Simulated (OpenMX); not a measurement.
# TiTe2 (P-3m1) in OpenMX: settings compared, part 3 of 3

OpenMX 3.8.5. The steps go on from the part before.

## (5) Single point, PBE+D4

The input, run.py:

```python
from ase import Atoms
from ase.calculators.openmx import OpenMX
from ase.calculators.mixing import SumCalculator
from dftd4.ase import DFTD4

atoms = Atoms(['Te', 'Te', 'Ti'],
              cell=[[3.777, 0.0, 0.0], [-1.8885, 3.2709779501, 0.0], [0.0, 0.0, 6.498]],
              scaled_positions=[[0.3333333333, 0.6666666667, 0.7372], [0.6666666667, 0.3333333333, 0.2628], [0.0, 0.0, 0.0]],
              pbc=True)

def calculator():
    omx = OpenMX(
        label='TiTe2',
        command='openmx',
        nohup=True,
        xc='GGA-PBE',
        kpts=(7, 7, 3),
        system_currentdirectory='./',
        data_path='./DFT_DATA13',
        level_of_fileout=1,
        definition_of_atomic_species=[['Te', 'Te7.0-s3p2d2f1', 'Te_PBE13'], ['Ti', 'Ti7.0-s3p2d2', 'Ti_PBE13']],
        atoms_speciesandcoordinates_unit='Ang',
        atoms_speciesandcoordinates=[['1', 'Te', '0', '0', '0', 8.0, 8.0], ['2', 'Te', '0', '0', '0', 8.0, 8.0], ['3', 'Ti', '0', '0', '0', 6.0, 6.0]],
        scf_spinpolarization='off',
        scf_electronictemperature=580.226,
        scf_energycutoff=500.0,
        scf_maxiter=100,
        scf_eigenvaluesolver='band',
        scf_mixing_type='rmm-diisk',
        scf_init_mixing_weight=0.05,
        scf_min_mixing_weight=0.001,
        scf_max_mixing_weight=0.3,
        scf_mixing_history=25,
        scf_mixing_startpulay=8,
        scf_criterion=1e-08,
    )
    return SumCalculator([omx, DFTD4(method='pbe')])

atoms.calc = calculator()
print('stress_eV_A3', atoms.get_stress().round(8).tolist())
print('forces_eV_A', atoms.get_forces().round(6).tolist())
print('energy_eV', round(atoms.get_potential_energy(), 6))
print('dispersion_eV', round(atoms.calc.mixer.calcs[1].get_potential_energy(atoms), 6))
```

Potentials or basis: OpenMX 2013 PBE set, Te7.0-s3p2d2f1, Ti7.0-s3p2d2, grid cutoff 500 Ry.

Run with:

```
> python run.py > run.log
```

Log:

```text
Required cutoff energy (Ryd) for 3D-grids = 500.0000
      Used cutoff energy (Ryd) for 3D-grids = 523.0845, 523.0845, 530.1853
  Num. of grids of a-, b-, and c-axes = 45, 45, 90

  Num.Grid1.    45
  Num.Grid2.    45
  Num.Grid3.    90

  Cell_Volume =    541.752364736569 (Bohr^3)
  GridVol     =      0.002972578133 (Bohr^3)
  Cell vectors (bohr) of the grid cell (gtv)
    gtv_a =  0.158611001308,  0.000000000000,  0.000000000000
    gtv_b = -0.079305500654,  0.137361156453,  0.000000000000
    gtv_c =  0.000000000000,  0.000000000000,  0.136438216375
    |gtv_a| =  0.158611001308
    |gtv_b| =  0.158611001308
    |gtv_c| =  0.136438216375

***********************************************************

***********************************************************
                  SCF history at MD= 1
***********************************************************

   SCF=   1  NormRD=  1.000000000000  Uele= -48.629618831299
   SCF=   2  NormRD=  0.943021225274  Uele= -48.676889243802
   SCF=   3  NormRD=  0.642058199167  Uele= -48.887339012224
   SCF=   4  NormRD=  0.478880080920  Uele= -48.930420712601
   SCF=   5  NormRD=  0.353838951692  Uele= -49.030118863671
   SCF=   6  NormRD=  0.273793783319  Uele= -49.024113218476
   SCF=   7  NormRD=  0.221185463773  Uele= -49.079830355614
   SCF=   8  NormRD=  0.178925160934  Uele= -49.059198595765
   SCF=   9  NormRD=  0.086674992938  Uele= -49.091612290472
   SCF=  10  NormRD=  0.024242689906  Uele= -49.093892669718
   SCF=  11  NormRD=  0.004228601605  Uele= -49.089656092026
   SCF=  12  NormRD=  0.000299282108  Uele= -49.089811833092
   SCF=  13  NormRD=  0.000061928132  Uele= -49.089784530809
   SCF=  14  NormRD=  0.000007270467  Uele= -49.089791585716
   SCF=  15  NormRD=  0.000000384260  Uele= -49.089791844979
   SCF=  16  NormRD=  0.000000035511  Uele= -49.089791583883
   SCF=  17  NormRD=  0.000000004731  Uele= -49.089791615134
   SCF=  18  NormRD=  0.000000001144  Uele= -49.089791615134

***********************************************************
        Total energy (Hartree) at MD = 1
***********************************************************
[... 234 lines left out ...]
  dxz         0    1.000104005  1.000104005   2.000208010   0.000000000
  dyz         0    1.000102423  1.000102423   2.000204846   0.000000000
   sum over m      5.000707819  5.000707819  10.001415638   0.000000000
  d3z^2-r^2   1    0.036682926  0.036682926   0.073365851   0.000000000
  dx^2-y^2    1    0.032281023  0.032281023   0.064562045   0.000000000
  dxy         1    0.032241625  0.032241625   0.064483250   0.000000000
  dxz         1    0.027078756  0.027078756   0.054157511   0.000000000
  dyz         1    0.027084269  0.027084269   0.054168538   0.000000000
   sum over m      0.155368598  0.155368598   0.310737196   0.000000000
   sum over m+mul  5.156076417  5.156076417  10.312152834   0.000000000
  f5z^2-3r^2  0    0.001438326  0.001438326   0.002876652   0.000000000
  f5xz^2-xr^2 0    0.001660689  0.001660689   0.003321379   0.000000000
  f5yz^2-yr^2 0    0.001645485  0.001645485   0.003290970   0.000000000
  fzx^2-zy^2  0   -0.000136249 -0.000136249  -0.000272499   0.000000000
  fxyz        0   -0.000131597 -0.000131597  -0.000263194   0.000000000
  fx^3-3*xy^2 0    0.001999297  0.001999297   0.003998595   0.000000000
  f3yx^2-y^3  0   -0.001747862 -0.001747862  -0.003495725   0.000000000
   sum over m      0.004728089  0.004728089   0.009456177   0.000000000
   sum over m+mul  0.004728089  0.004728089   0.009456177   0.000000000

    3   Ti          Up spin      Down spin     Sum           Diff
            multiple
  s           0    0.994787304  0.994787304   1.989574609   0.000000000
   sum over m      0.994787304  0.994787304   1.989574609   0.000000000
  s           1    0.186401149  0.186401149   0.372802298   0.000000000
   sum over m      0.186401149  0.186401149   0.372802298   0.000000000
  s           2    0.004167589  0.004167589   0.008335177   0.000000000
   sum over m      0.004167589  0.004167589   0.008335177   0.000000000
   sum over m+mul  1.185356042  1.185356042   2.370712084   0.000000000
  px          0    0.987029195  0.987029195   1.974058389   0.000000000
  py          0    0.987050077  0.987050077   1.974100155   0.000000000
  pz          0    0.990253272  0.990253272   1.980506544   0.000000000
   sum over m      2.964332544  2.964332544   5.928665088   0.000000000
  px          1    0.052916730  0.052916730   0.105833461   0.000000000
[... 4 lines left out ...]
  d3z^2-r^2   0    0.187750469  0.187750469   0.375500938   0.000000000
  dx^2-y^2    0    0.254058989  0.254058989   0.508117978   0.000000000
  dxy         0    0.255073341  0.255073341   0.510146682   0.000000000
  dxz         0    0.360065288  0.360065288   0.720130576   0.000000000
  dyz         0    0.359972217  0.359972217   0.719944433   0.000000000
   sum over m      1.416920303  1.416920303   2.833840607   0.000000000
  d3z^2-r^2   1   -0.011541075 -0.011541075  -0.023082150   0.000000000
  dx^2-y^2    1   -0.009437382 -0.009437382  -0.018874765   0.000000000
  dxy         1   -0.009414948 -0.009414948  -0.018829897   0.000000000
  dxz         1   -0.007334883 -0.007334883  -0.014669767   0.000000000
  dyz         1   -0.007312648 -0.007312648  -0.014625296   0.000000000
   sum over m     -0.045040937 -0.045040937  -0.090081874   0.000000000
   sum over m+mul  1.371879366  1.371879366   2.743758733   0.000000000

***********************************************************
       xyz-coordinates (Ang) and forces (Hartree/Bohr)
***********************************************************

<coordinates.forces
  3
    1    Te    -0.00000   2.18065   4.79033   0.000066605707  0.000072421689 -0.001571904485
    2    Te     1.88850   1.09033   1.70767  -0.000066605730 -0.000072421689  0.001571904485
    3    Ti     0.00000   0.00000   0.00000   0.000000000023 -0.000000000000  0.000000000001
coordinates.forces>

***********************************************************
       Fractional coordinates of the final structure
***********************************************************

     1     Te     0.33333333330000   0.66666666670000   0.73720000000000
     2     Te     0.66666666670000   0.33333333330000   0.26280000000000
     3     Ti     0.00000000000000   0.00000000000000   0.00000000000000
```

run.log:

```text
stress_eV_A3 [0.00593347, 0.00634114, 0.0054682, 6.243e-05, 0.00015609, 3.122e-05]
forces_eV_A [[0.003425, 0.003724, -0.066718], [-0.003425, -0.003724, 0.066718], [0.0, 0.0, 0.0]]
energy_eV -6997.524343
dispersion_eV -1.257407
```

Wall time 2 min (1 thread of Arm Neoverse V2, shared host); peak memory 1.3 GiB.

What came out:

```yaml
Free_energy: -6997.5354 eV
Pressure: -0.9 GPa
Largest_force: 0.067 eV/Å
Band_gap_on_the_k_mesh: none (metal or under the smearing width)
Mulliken_charges: Te -0.31; Ti +0.63 e
Dispersion_energy_per_atom: -0.419 eV
```

Forces in eV/Å, atoms in the order of the input:
```
Te   0.003  0.004 -0.067
Te  -0.003 -0.004  0.067
Ti   0.000  0.000  0.000
```

Levels at points of the mesh, in eV from the Fermi level:
| k point | band 18 | band 19 | band 20 | band 21 | band 22 | band 23 | band 24 | band 25 | band 26 | band 27 |
| --- | --- | --- | --- | --- | --- | --- | --- | --- | --- | --- |
| (0.00, 0.00, 0.00) | -1.70 | -1.70 | 0.33 | 0.35 | 0.36 | 0.60 | 1.09 | 1.09 | 3.04 | 3.04 |

Caveat: Mulliken charges move with the basis; the basis of atomic orbitals isn't converged, which shifts pressures, moduli and gaps.

## (6) The runs side by side

```csv
level,gap on the mesh (eV),pressure (GPa),largest force (eV/Å)
PBE,none,1.4,0.08
PBE+D3,none,0.3,0.10
PBE+D3(BJ),none,-1.6,0.09
PBE+D4,none,-0.9,0.07
```

Alike in all rows: task single point; potentials or basis OpenMX 2013 PBE set, Te7.0-s3p2d2f1, Ti7.0-s3p2d2, grid cutoff 500 Ry; no spin polarisation; cell as given; k mesh 7 × 7 × 3; smearing fermi-dirac 0.05 eV.

Caveats: the basis of atomic orbitals isn't converged, which shifts pressures, moduli and gaps; this functional lacks dispersion, which binds the layers, so the pressure and a relaxed spacing across them are unreliable (some runs).

Absolute energies hang on the potentials; compare differences alone.
